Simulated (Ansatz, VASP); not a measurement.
# One calculation of Pd, two programs

File INCAR:

```
SYSTEM = Pd
ALGO = Normal
EDIFF = 1E-6
ENCUT = 520
GGA = PS
ISIF = 2
ISMEAR = -1
LASPH = .True.
LCHARG = .True.
LELF = .True.
LREAL = .False.
LVHAR = .True.
LWAVE = .False.
NBANDS = 11
NELM = 80
PREC = Accurate
SIGMA = 0.1
```

KPOINTS

```
k-points
0
Gamma
  15 15 15
  0 0 0
```

Contents of POSCAR:

```
Pd
1.0
   -1.5722810000      1.5722810000      1.5880038100
    1.5722810000     -1.5722810000      1.5880038100
    1.5722810000      1.5722810000     -1.5880038100
Pd
1
Direct
    0.0000000000      0.0000000000      0.0000000000
```

Input for Ansatz:

```yaml
crystal:
  lattice:
    - [-1.572281, 1.572281, 1.58800381]
    - [1.572281, -1.572281, 1.58800381]
    - [1.572281, 1.572281, -1.58800381]
  atoms:
    - { symbol: Pd, position: [0.0, 0.0, 0.0] }
basis:
  ecutwfc: 520.0
kpoints:
  mp_grid:
    grid: [15, 15, 15]
hamiltonian:
  xc: pbesol
scf:
  occupations:
    method: fermi_dirac
output:
  stress: true
```

This isn't the form of Pd at room conditions, which is fcc.

Alike in both runs: task single point; functional PBEsol; k mesh 15 × 15 × 15; no spin polarisation.

|  | VASP | Ansatz |
| --- | --- | --- |
| version | VASP 6.6.1 | Ansatz 0.2.0 |
| potentials or method | VASP PAW PBE potentials, release 64 (Pd) | plane waves, PAW |
| plane-wave cutoff (eV) | 520 | 520 |
| occupations | fermi-dirac, width 0.1 eV | fermi-dirac |
| valence electrons in the cell | 10 | 18 |

```csv
,VASP,Ansatz,Ansatz less VASP
pressure (GPa),-11.4,-11.1,+0.24
largest component of the traceless stress (GPa),0.19,0.19,0.000
```

The two sets of potentials don't hold the same shells in valence.

Caveats: the PAW data sets were made with another functional, which shifts forces and pressure a little (VASP).
